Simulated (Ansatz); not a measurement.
# Al2O3 (R-3c): the host for defect calculations, part 2 of 3

Before any defect goes in: Al2O3 (R-3c) at rest, and how it screens a charge.

Ansatz 0.2.0; plane-wave PAW DFT, PBEsol; relaxation of the host's cell and atoms (the session's first sound run).

So far. Step 3 (Dielectric tensors of the host): The principal values of the electronic dielectric tensor are 3.26, 3.30 and 3.30. The principal values of the static dielectric tensor are 9.72, 9.72 and 11.81. The relaxed cell has a = 4.774, c = 13.015 Å (conventional setting).

**4. Primitive cell on a dense mesh**

A dense mesh gives the host's converged energy, against which the supercell's sampling is tested.

This step: plane-wave PAW DFT, PBEsol; single point of the host's primitive cell on a dense mesh (Ansatz 0.2.0).

File dense/input.yaml:

```yaml
crystal:
  lattice:
    - [2.3869337137, 1.3780968221, 4.3382690299]
    - [-2.3869337137, 1.3780968221, 4.3382690299]
    - [0.0, -2.7561936443, 4.3382690299]
  atoms:
    - { symbol: Al, position: [0.6479208861, 0.6479208861, 0.6479208861] }
    - { symbol: Al, position: [0.8520791139, 0.8520791139, 0.8520791139] }
    - { symbol: Al, position: [0.1479208861, 0.1479208861, 0.1479208861] }
    - { symbol: Al, position: [0.3520791139, 0.3520791139, 0.3520791139] }
    - { symbol: O, position: [0.4441402346, 0.0558597654, 0.75] }
    - { symbol: O, position: [0.9441402346, 0.25, 0.5558597654] }
    - { symbol: O, position: [0.0558597654, 0.75, 0.4441402346] }
    - { symbol: O, position: [0.75, 0.4441402346, 0.0558597654] }
    - { symbol: O, position: [0.25, 0.5558597654, 0.9441402346] }
    - { symbol: O, position: [0.5558597654, 0.9441402346, 0.25] }
basis:
  ecutwfc: 420
  xc_grid: 2
hamiltonian:
  xc: pbesol
kpoints:
  mp_grid: { grid: [7, 7, 7] }
scf:
  occupations: { method: fermi_dirac, width: 0.01 }
  max_iter: 80
```

On the command line:

```
$ ansatz run input.yaml --threads 8 --pin off --max-ram 22609MiB --backend cpu --events-out ev --progress --plain --runs-dir out
```

Numbers of over 12 decimals in the logs are rounded to 6 here.

The log of the run:

```text
[...]
Crystal: 10 atoms, lattice volume = 85.622 Å³
Basis set: ecut = 420 eV, 1653 PW (Γ), exchange–correlation on 72×72×72 points (8 copies of the dense FFT grid, shifted against one another)
Bands: 34, of which v1, the nominal top of the filled ones, is band 24 counted from 1 (23 counted from 0)
Symmetry: 12 space group operations
[...]
k-points: 44 of 343
[...]
SCF iter   1: F=—  HF=-5478.899335 eV  |F-HF|=—  |Δ(HF+E_count)|=         —  Δρ=1.61e-2  dr2=1.69e-1  ethr=1.77e-3  ⟨swp⟩=7.5  Hψ=7992  notcnv=0  defer=1
[...]
SCF iter   6: F=-5478.848243 eV  HF=-5478.848243 eV  |F-HF|=3.71e-9  |Δ(HF+E_count)|=   5.96e-8  Δρ=3.21e-6  dr2=1.17e-8  ethr=2.08e-10  ⟨swp⟩=2.0  Hψ=2684  notcnv=0
SCF 1 converged in 6 iterations: F = -5478.848243 eV  dr2 = 1.17e-8
[...]
SCF converged after 6 iterations
Free energy (F): -5478.848243 eV
[...]
Internal energy: -5478.848243 eV  (E = F + TS)
E sigma→0 (E₀):  -5478.848243 eV
Fermi energy:    10.557597 eV
[...]
```

Elapsed: 1.1 s, on 8 threads of Arm Neoverse V2, shared host; peak memory 0.47 GiB.

**5. Self-consistent run**

This step: plane-wave PAW DFT, PBEsol; single point of the defect-free supercell, a test of its k-points (Ansatz 0.2.0).

System of this step: Al2O3 (R-3c). The cell holds 80 atoms: 32 Al and 48 O. Its edges and angles: a = 10.280 Å, b = 10.280 Å, c = 10.280 Å, α = 55.3°, β = 55.3°, γ = 55.3°.

File pristine.sampling/input.yaml:

```yaml
crystal:
  lattice:
    - [4.7738674274, 2.7561936443, 8.6765380597]
    - [-4.7738674274, 2.7561936443, 8.6765380597]
    - [0.0, -5.5123872885, 8.6765380597]
  atoms:
    - { symbol: Al, position: [0.323960443, 0.323960443, 0.323960443] }
    - { symbol: Al, position: [0.426039557, 0.426039557, 0.426039557] }
    - { symbol: Al, position: [0.073960443, 0.073960443, 0.073960443] }
    - { symbol: Al, position: [0.176039557, 0.176039557, 0.176039557] }
    - { symbol: O, position: [0.2220701173, 0.0279298827, 0.375] }
    - { symbol: O, position: [0.4720701173, 0.125, 0.2779298827] }
    - { symbol: O, position: [0.0279298827, 0.375, 0.2220701173] }
    - { symbol: O, position: [0.375, 0.2220701173, 0.0279298827] }
    - { symbol: O, position: [0.125, 0.2779298827, 0.4720701173] }
    - { symbol: O, position: [0.2779298827, 0.4720701173, 0.125] }
    - { symbol: Al, position: [0.323960443, 0.323960443, 0.823960443] }
    - { symbol: Al, position: [0.426039557, 0.426039557, 0.926039557] }
    - { symbol: Al, position: [0.073960443, 0.073960443, 0.573960443] }
    - { symbol: Al, position: [0.176039557, 0.176039557, 0.676039557] }
    - { symbol: O, position: [0.2220701173, 0.0279298827, 0.875] }
    - { symbol: O, position: [0.4720701173, 0.125, 0.7779298827] }
    - { symbol: O, position: [0.0279298827, 0.375, 0.7220701173] }
    - { symbol: O, position: [0.375, 0.2220701173, 0.5279298827] }
    - { symbol: O, position: [0.125, 0.2779298827, 0.9720701173] }
    - { symbol: O, position: [0.2779298827, 0.4720701173, 0.625] }
    - { symbol: Al, position: [0.323960443, 0.823960443, 0.323960443] }
    - { symbol: Al, position: [0.426039557, 0.926039557, 0.426039557] }
    - { symbol: Al, position: [0.073960443, 0.573960443, 0.073960443] }
    - { symbol: Al, position: [0.176039557, 0.676039557, 0.176039557] }
    - { symbol: O, position: [0.2220701173, 0.5279298827, 0.375] }
    - { symbol: O, position: [0.4720701173, 0.625, 0.2779298827] }
    - { symbol: O, position: [0.0279298827, 0.875, 0.2220701173] }
    - { symbol: O, position: [0.375, 0.7220701173, 0.0279298827] }
    - { symbol: O, position: [0.125, 0.7779298827, 0.4720701173] }
    - { symbol: O, position: [0.2779298827, 0.9720701173, 0.125] }
    - { symbol: Al, position: [0.323960443, 0.823960443, 0.823960443] }
    - { symbol: Al, position: [0.426039557, 0.926039557, 0.926039557] }
    - { symbol: Al, position: [0.073960443, 0.573960443, 0.573960443] }
    - { symbol: Al, position: [0.176039557, 0.676039557, 0.676039557] }
    - { symbol: O, position: [0.2220701173, 0.5279298827, 0.875] }
    - { symbol: O, position: [0.4720701173, 0.625, 0.7779298827] }
    - { symbol: O, position: [0.0279298827, 0.875, 0.7220701173] }
    - { symbol: O, position: [0.375, 0.7220701173, 0.5279298827] }
    - { symbol: O, position: [0.125, 0.7779298827, 0.9720701173] }
    - { symbol: O, position: [0.2779298827, 0.9720701173, 0.625] }
    - { symbol: Al, position: [0.823960443, 0.323960443, 0.323960443] }
    - { symbol: Al, position: [0.926039557, 0.426039557, 0.426039557] }
    - { symbol: Al, position: [0.573960443, 0.073960443, 0.073960443] }
    - { symbol: Al, position: [0.676039557, 0.176039557, 0.176039557] }
    - { symbol: O, position: [0.7220701173, 0.0279298827, 0.375] }
    - { symbol: O, position: [0.9720701173, 0.125, 0.2779298827] }
    - { symbol: O, position: [0.5279298827, 0.375, 0.2220701173] }
    - { symbol: O, position: [0.875, 0.2220701173, 0.0279298827] }
    - { symbol: O, position: [0.625, 0.2779298827, 0.4720701173] }
    - { symbol: O, position: [0.7779298827, 0.4720701173, 0.125] }
    - { symbol: Al, position: [0.823960443, 0.323960443, 0.823960443] }
    - { symbol: Al, position: [0.926039557, 0.426039557, 0.926039557] }
    - { symbol: Al, position: [0.573960443, 0.073960443, 0.573960443] }
    - { symbol: Al, position: [0.676039557, 0.176039557, 0.676039557] }
    - { symbol: O, position: [0.7220701173, 0.0279298827, 0.875] }
    - { symbol: O, position: [0.9720701173, 0.125, 0.7779298827] }
    - { symbol: O, position: [0.5279298827, 0.375, 0.7220701173] }
    - { symbol: O, position: [0.875, 0.2220701173, 0.5279298827] }
    - { symbol: O, position: [0.625, 0.2779298827, 0.9720701173] }
    - { symbol: O, position: [0.7779298827, 0.4720701173, 0.625] }
    - { symbol: Al, position: [0.823960443, 0.823960443, 0.323960443] }
    - { symbol: Al, position: [0.926039557, 0.926039557, 0.426039557] }
    - { symbol: Al, position: [0.573960443, 0.573960443, 0.073960443] }
    - { symbol: Al, position: [0.676039557, 0.676039557, 0.176039557] }
    - { symbol: O, position: [0.7220701173, 0.5279298827, 0.375] }
    - { symbol: O, position: [0.9720701173, 0.625, 0.2779298827] }
    - { symbol: O, position: [0.5279298827, 0.875, 0.2220701173] }
    - { symbol: O, position: [0.875, 0.7220701173, 0.0279298827] }
    - { symbol: O, position: [0.625, 0.7779298827, 0.4720701173] }
    - { symbol: O, position: [0.7779298827, 0.9720701173, 0.125] }
    - { symbol: Al, position: [0.823960443, 0.823960443, 0.823960443] }
    - { symbol: Al, position: [0.926039557, 0.926039557, 0.926039557] }
    - { symbol: Al, position: [0.573960443, 0.573960443, 0.573960443] }
    - { symbol: Al, position: [0.676039557, 0.676039557, 0.676039557] }
    - { symbol: O, position: [0.7220701173, 0.5279298827, 0.875] }
    - { symbol: O, position: [0.9720701173, 0.625, 0.7779298827] }
    - { symbol: O, position: [0.5279298827, 0.875, 0.7220701173] }
    - { symbol: O, position: [0.875, 0.7220701173, 0.5279298827] }
    - { symbol: O, position: [0.625, 0.7779298827, 0.9720701173] }
    - { symbol: O, position: [0.7779298827, 0.9720701173, 0.625] }
basis:
  ecutwfc: 420
  xc_grid: 2
hamiltonian:
  xc: pbesol
kpoints:
  mp_grid: { grid: [1, 1, 1], shift: [0.25, 0.25, 0.25] }
scf:
  occupations: { method: fermi_dirac, width: 0.01 }
  max_iter: 80
```

The log of the run:

```text
[...]
Crystal: 80 atoms, lattice volume = 684.980 Å³
Basis set: ecut = 420 eV, 13367 PW (Γ), exchange–correlation on 144×144×144 points (8 copies of the dense FFT grid, shifted against one another)
Bands: 272, of which v1, the nominal top of the filled ones, is band 192 counted from 1 (191 counted from 0)
Symmetry: 96 space group operations
[...]
k-points: 1
[...]
SCF iter   1: F=—  HF=-43830.857762 eV  |F-HF|=—  |Δ(HF+E_count)|=         —  Δρ=1.57e-2  dr2=1.27e0  ethr=1.77e-3  ⟨swp⟩=7.0  Hψ=1299  notcnv=0  defer=13
[...]
SCF iter   6: F=-43830.467178 eV  HF=-43830.467178 eV  |F-HF|=1.68e-8  |Δ(HF+E_count)|=   5.20e-7  Δρ=5.30e-6  dr2=1.77e-7  ethr=1.78e-10  ⟨swp⟩=2.0  Hψ=418  notcnv=0
SCF 1 converged in 6 iterations: F = -43830.467178 eV  dr2 = 1.77e-7
[...]
SCF converged after 6 iterations
Free energy (F): -43830.467178 eV
[...]
Internal energy: -43830.467178 eV  (E = F + TS)
E sigma→0 (E₀):  -43830.467178 eV
Fermi energy:    10.686522 eV
[...]
```

Wall time 4.2 s (8 threads); peak memory 1.4 GiB; 21 s of CPU time.

This step gave:

- energy over dense mesh: 0.003985 eV/atom

**6. Defect free supercell relaxed from its symmetric sites**

This cell, the one that will hold the defects, is built from the relaxed host. Its coarser k-points can move the atoms a little, so it is relaxed from the symmetric sites, as the reference for the test of stability.

This step: plane-wave PAW DFT, PBEsol; relaxation of the defect-free supercell from its symmetric sites (Ansatz 0.2.0).

pristine.symmetric/input.yaml, as its differences from pristine.sampling/input.yaml of step 5:

```diff
@@ -96 +96,12 @@
   max_iter: 80
+output:
+  forces: true
+relax:
+  f_tol: 0.01
+  max_steps: 60
+  escape_saddle: false
+checkpoint:
+  write: "../pristine.symmetric.run"
+  compress: false
+  write_wavefunctions: false
+  write_every: 100000
```

The log of the run:

```text
[...]
Crystal: 80 atoms, lattice volume = 684.980 Å³
Basis set: ecut = 420 eV, 13367 PW (Γ), exchange–correlation on 144×144×144 points (8 copies of the dense FFT grid, shifted against one another)
Bands: 272, of which v1, the nominal top of the filled ones, is band 192 counted from 1 (191 counted from 0)
Symmetry: 96 space group operations
[...]
k-points: 1
[...]
SCF iter   1: F=—  HF=-43830.857762 eV  |F-HF|=—  |Δ(HF+E_count)|=         —  Δρ=1.57e-2  dr2=1.27e0  ethr=1.77e-3  ⟨swp⟩=7.0  Hψ=1299  notcnv=0  defer=13
[...]
SCF iter   6: F=-43830.467178 eV  HF=-43830.467178 eV  |F-HF|=1.86e-8  |Δ(HF+E_count)|=   5.18e-7  Δρ=5.24e-6  dr2=1.64e-7  ethr=4.99e-10  ⟨swp⟩=2.0  Hψ=692  notcnv=0
SCF 1 converged in 6 iterations: F = -43830.467178 eV  dr2 = 1.64e-7
[...]
relax step   1: F+E_penalty+E_count = -43830.46717765 eV  Δ(F+E_penalty+E_count) = +0.000e0 eV  max|allowed force component| = 9.058e-3 eV/Å  Δτ_max = 0.0000 Å  (6 SCF iters, dr2 threshold 2.50e-6 eV, accepted)
[...]
SCF iter   2: F=-43830.467178 eV  HF=-43830.467178 eV  |F-HF|=1.26e-8  |Δ(HF+E_count)|=   7.74e-5  Δρ=2.86e-6  dr2=6.83e-8  ethr=2.60e-11  ⟨swp⟩=2.0  Hψ=801  notcnv=0
SCF 2 converged in 2 iterations: F = -43830.467178 eV  dr2 = 6.83e-8
relax step   2: F+E_penalty+E_count = -43830.46717766 eV  Δ(F+E_penalty+E_count) = -1.135e-8 eV  max|allowed force component| = 9.061e-3 eV/Å  Δτ_max = 0.0000 Å  (2 SCF iters, accepted)
SCF converged after 2 iterations
Free energy (F): -43830.467178 eV
[...]
Internal energy: -43830.467178 eV  (E = F + TS)
E sigma→0 (E₀):  -43830.467178 eV
Fermi energy:    10.686504 eV
[...]
--- Forces (eV/Å), atoms counted from 1 ---
  atom   1  Al     0.00000000    -0.00000000    -0.00379128
  atom   2  Al     0.00000000     0.00000000     0.00379128
  atom   3  Al    -0.00000000    -0.00000000    -0.00379128
  atom   4  Al    -0.00000000     0.00000000     0.00379128
  atom   5  O     -0.00906056    -0.00000000    -0.00000000
  atom   6  O     -0.00453028    -0.00784668     0.00000000
  atom   7  O      0.00453028     0.00784668    -0.00000000
  atom   8  O      0.00453028    -0.00784668     0.00000000
  atom   9  O     -0.00453028     0.00784668    -0.00000000
  atom  10  O      0.00906056     0.00000000     0.00000000
  atom  11  Al     0.00000000    -0.00000000    -0.00379128
  atom  12  Al     0.00000000     0.00000000     0.00379128
  atom  13  Al    -0.00000000    -0.00000000    -0.00379128
  atom  14  Al    -0.00000000     0.00000000     0.00379128
  atom  15  O     -0.00906056    -0.00000000    -0.00000000
  atom  16  O     -0.00453028    -0.00784668     0.00000000
  atom  17  O      0.00453028     0.00784668    -0.00000000
  atom  18  O      0.00453028    -0.00784668     0.00000000
  atom  19  O     -0.00453028     0.00784668    -0.00000000
  atom  20  O      0.00906056     0.00000000     0.00000000
  atom  21  Al     0.00000000    -0.00000000    -0.00379128
  atom  22  Al     0.00000000     0.00000000     0.00379128
  atom  23  Al    -0.00000000    -0.00000000    -0.00379128
  atom  24  Al    -0.00000000     0.00000000     0.00379128
  atom  25  O     -0.00906056    -0.00000000    -0.00000000
  atom  26  O     -0.00453028    -0.00784668     0.00000000
  atom  27  O      0.00453028     0.00784668    -0.00000000
  atom  28  O      0.00453028    -0.00784668     0.00000000
  atom  29  O     -0.00453028     0.00784668    -0.00000000
  atom  30  O      0.00906056     0.00000000     0.00000000
  atom  31  Al     0.00000000    -0.00000000    -0.00379128
  atom  32  Al     0.00000000     0.00000000     0.00379128
  atom  33  Al    -0.00000000    -0.00000000    -0.00379128
  atom  34  Al    -0.00000000     0.00000000     0.00379128
  atom  35  O     -0.00906056    -0.00000000    -0.00000000
  atom  36  O     -0.00453028    -0.00784668     0.00000000
  atom  37  O      0.00453028     0.00784668    -0.00000000
  atom  38  O      0.00453028    -0.00784668     0.00000000
  atom  39  O     -0.00453028     0.00784668    -0.00000000
  atom  40  O      0.00906056     0.00000000     0.00000000
[...]
atom  69  O     -0.00453028     0.00784668    -0.00000000
  atom  70  O      0.00906056     0.00000000     0.00000000
  atom  71  Al     0.00000000    -0.00000000    -0.00379128
  atom  72  Al     0.00000000     0.00000000     0.00379128
  atom  73  Al    -0.00000000    -0.00000000    -0.00379128
  atom  74  Al    -0.00000000     0.00000000     0.00379128
  atom  75  O     -0.00906056    -0.00000000    -0.00000000
  atom  76  O     -0.00453028    -0.00784668     0.00000000
  atom  77  O      0.00453028     0.00784668    -0.00000000
  atom  78  O      0.00453028    -0.00784668     0.00000000
  atom  79  O     -0.00453028     0.00784668    -0.00000000
  atom  80  O      0.00906056     0.00000000     0.00000000
  max |Σ_I F_I| component: 6.94e-17 eV/Å
--- Relaxed structure (2 steps of the walk, 2 accepted, 0 SCFs on fresh bases) ---
  F+E_penalty+E_count = -43830.46717766 eV   max|allowed force component| = 9.061e-3 eV/Å
  atoms:
    - { symbol: Al, position: [0.323960443, 0.323960443, 0.323960] }
    - { symbol: Al, position: [0.426039557, 0.426039557, 0.426040] }
    - { symbol: Al, position: [0.073960443, 0.073960443, 0.073960] }
    - { symbol: Al, position: [0.176040, 0.176040, 0.176040] }
    - { symbol: O, position: [0.2220701173, 0.027930, 0.375000] }
    - { symbol: O, position: [0.472070, 0.125, 0.277930] }
    - { symbol: O, position: [0.027930, 0.375, 0.222070] }
    - { symbol: O, position: [0.375, 0.222070, 0.027930] }
    - { symbol: O, position: [0.125, 0.277930, 0.472070] }
    - { symbol: O, position: [0.277930, 0.472070, 0.125] }
    - { symbol: Al, position: [0.323960, 0.323960, 0.823960443] }
    - { symbol: Al, position: [0.426040, 0.426040, 0.926040] }
    - { symbol: Al, position: [0.073960, 0.073960, 0.573960443] }
    - { symbol: Al, position: [0.176039557, 0.176039557, 0.676039557] }
    - { symbol: O, position: [0.222070, 0.027930, 0.875] }
    - { symbol: O, position: [0.472070, 0.125, 0.7779298827] }
    - { symbol: O, position: [0.027930, 0.375000, 0.722070] }
    - { symbol: O, position: [0.375000, 0.222070, 0.527930] }
    - { symbol: O, position: [0.125000, 0.277930, 0.972070] }
    - { symbol: O, position: [0.277930, 0.472070, 0.625] }
    - { symbol: Al, position: [0.323960, 0.823960443, 0.323960] }
    - { symbol: Al, position: [0.426039557, 0.926039557, 0.426040] }
    - { symbol: Al, position: [0.073960, 0.573960443, 0.073960] }
    - { symbol: Al, position: [0.176039557, 0.676039557, 0.176040] }
    - { symbol: O, position: [0.222070, 0.5279298827, 0.375000] }
    - { symbol: O, position: [0.472070, 0.625, 0.277930] }
    - { symbol: O, position: [0.027930, 0.875000, 0.222070] }
    - { symbol: O, position: [0.375, 0.7220701173, 0.027930] }
    - { symbol: O, position: [0.125000, 0.777930, 0.472070] }
    - { symbol: O, position: [0.2779298827, 0.972070, 0.125] }
    - { symbol: Al, position: [0.323960, 0.823960443, 0.823960443] }
    - { symbol: Al, position: [0.426040, 0.926040, 0.926040] }
    - { symbol: Al, position: [0.073960, 0.573960443, 0.573960443] }
    - { symbol: Al, position: [0.176040, 0.676040, 0.676040] }
    - { symbol: O, position: [0.222070, 0.5279298827, 0.875] }
    - { symbol: O, position: [0.4720701173, 0.625, 0.7779298827] }
    - { symbol: O, position: [0.027930, 0.875000, 0.722070] }
    - { symbol: O, position: [0.375, 0.7220701173, 0.527930] }
    - { symbol: O, position: [0.125000, 0.777930, 0.972070] }
    - { symbol: O, position: [0.277930, 0.972070, 0.625] }
    - { symbol: Al, position: [0.823960443, 0.323960, 0.323960] }
    - { symbol: Al, position: [0.926039557, 0.426039557, 0.426040] }
    - { symbol: Al, position: [0.573960443, 0.073960, 0.073960] }
    - { symbol: Al, position: [0.676039557, 0.176039557, 0.176040] }
    - { symbol: O, position: [0.7220701173, 0.027930, 0.375000] }
    - { symbol: O, position: [0.972070, 0.125000, 0.2779298827] }
    - { symbol: O, position: [0.5279298827, 0.375, 0.222070] }
    - { symbol: O, position: [0.875000, 0.222070, 0.027930] }
    - { symbol: O, position: [0.625, 0.277930, 0.472070] }
    - { symbol: O, position: [0.777930, 0.472070, 0.125] }
    - { symbol: Al, position: [0.823960443, 0.323960, 0.823960443] }
    - { symbol: Al, position: [0.926040, 0.426040, 0.926040] }
    - { symbol: Al, position: [0.573960443, 0.073960, 0.573960443] }
    - { symbol: Al, position: [0.676040, 0.176040, 0.676040] }
    - { symbol: O, position: [0.7220701173, 0.027930, 0.875000] }
    - { symbol: O, position: [0.9720701173, 0.125000, 0.777930] }
    - { symbol: O, position: [0.5279298827, 0.375, 0.722070] }
    - { symbol: O, position: [0.875000, 0.222070, 0.5279298827] }
    - { symbol: O, position: [0.625, 0.277930, 0.972070] }
    - { symbol: O, position: [0.7779298827, 0.472070, 0.625000] }
    - { symbol: Al, position: [0.823960443, 0.823960443, 0.323960] }
    - { symbol: Al, position: [0.926039557, 0.926039557, 0.426040] }
    - { symbol: Al, position: [0.573960, 0.573960, 0.073960] }
    - { symbol: Al, position: [0.676039557, 0.676039557, 0.176040] }
    - { symbol: O, position: [0.7220701173, 0.5279298827, 0.375000] }
    - { symbol: O, position: [0.9720701173, 0.625, 0.2779298827] }
    - { symbol: O, position: [0.5279298827, 0.875000, 0.222070] }
    - { symbol: O, position: [0.875000, 0.722070, 0.027930] }
    - { symbol: O, position: [0.625000, 0.777930, 0.472070] }
    - { symbol: O, position: [0.777930, 0.972070, 0.125000] }
    - { symbol: Al, position: [0.823960443, 0.823960443, 0.823960] }
    - { symbol: Al, position: [0.926039557, 0.926039557, 0.926040] }
    - { symbol: Al, position: [0.573960443, 0.573960443, 0.573960443] }
    - { symbol: Al, position: [0.676039557, 0.676039557, 0.676040] }
    - { symbol: O, position: [0.722070, 0.527930, 0.875] }
    - { symbol: O, position: [0.9720701173, 0.625, 0.777930] }
    - { symbol: O, position: [0.5279298827, 0.875000, 0.722070] }
    - { symbol: O, position: [0.875000, 0.722070, 0.527930] }
    - { symbol: O, position: [0.625000, 0.777930, 0.972070] }
    - { symbol: O, position: [0.777930, 0.972070, 0.625000] }
```

It took 7.5 s on 8 threads; peak memory 1.4 GiB; 39 s of CPU time.

No atom moved by 0.005 Å in the relaxation.

[end of part 2 of 3]

[Logs are printed without paths, hosts, clocks, repeated set-up lines and the standing remarks that a program may print on its own settings, such as how far it seeks lower states.]

[Hosts, paths, dates, database ids (printed as entryN), source tags and the programs' standing remarks are cut or masked in the printed files.]

[Runs of the host that timed out are not shown.]

[For some hosts the program warned that the k-mesh of the response run may be too coarse for force constants and the static dielectric constant; such warnings are not always shown.]
